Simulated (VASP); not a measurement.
Write the native input for VASP 6.6.1 that does the following.

```yaml
Task: relaxation of cell and atoms
Functional: PBEsol
Potentials_or_basis: VASP PAW PBE potentials, release 64 (Hg, Se)
Cutoff: 600 eV
k_mesh: 10 × 10 × 10
Occupations: gaussian, width 0.03 eV
Spin: no spin polarisation
Further_INCAR_settings: ALGO = Normal; EDIFF = 1e-06; IBRION = 2; EDIFFG = -0.01; NSW = 90; ISIF = 3
```

The structure of HgSe lies in POSCAR:

```
HgSe
1.0
    0.0000000000      3.0390000000      3.0390000000
    3.0390000000      0.0000000000      3.0390000000
    3.0390000000      3.0390000000      0.0000000000
Hg Se
1 1
Direct
    0.0000000000      0.0000000000      0.0000000000
    0.2500000000      0.2500000000      0.2500000000
```

The input as run:

INCAR

```
ALGO     = Normal         # electronic algorithm
EDIFF    = 1E-6           # SCF threshold, eV
EDIFFG   = -0.01          # ionic threshold
ENCUT    = 600            # plane-wave cutoff, eV
GGA      = PS             # functional
IBRION   = 2              # ionic algorithm
ISIF     = 3              # what is computed and relaxed
ISMEAR   = 0              # smearing method
KPAR     = 8            
LASPH    = T              # aspherical terms in the spheres
LCHARG   = F              # write CHGCAR
LREAL    = F              # projectors in reciprocal space
LWAVE    = F              # write WAVECAR
NELM     = 80             # most SCF steps
NSW      = 90             # ionic steps
PREC     = Accurate       # precision mode
SIGMA    = 0.03           # smearing width, eV
```

KPOINTS

```
k-points
0
Gamma
  10 10 10
```

Potentials or basis: VASP PAW PBE potentials, release 64 (Hg, Se).

Run with:

```console
$ cat potpaw_PBE.64/Hg/POTCAR potpaw_PBE.64/Se/POTCAR > POTCAR
$ mpirun -np 8 vasp_std > vasp.out
```

It gave:

| Item | Value |
| --- | --- |
| Relaxed volume | 29.01 Å³/atom |
| Relaxed cell | a = 4.346 Å, b = 4.346 Å, c = 4.346 Å, α = 60.00°, β = 60.00°, γ = 60.00° |
| Space group after relaxing (to 0.05 Å) | F-43m (No. 216) |
| Energy gained by relaxing | 5.3 meV/atom |
| Ionic steps | 3 |
| Pressure after relaxing | 0.0 GPa |
| Band gap on the k mesh | none (metal or under the smearing width) |

Caveat: the PAW data sets were made with another functional, which shifts forces and pressure a little.

Wall time 25 s on 8 MPI ranks on Intel(R) Xeon(R) Platinum 8488C (Sapphire Rapids), on a shared host, peak memory 0.26 GiB a rank.
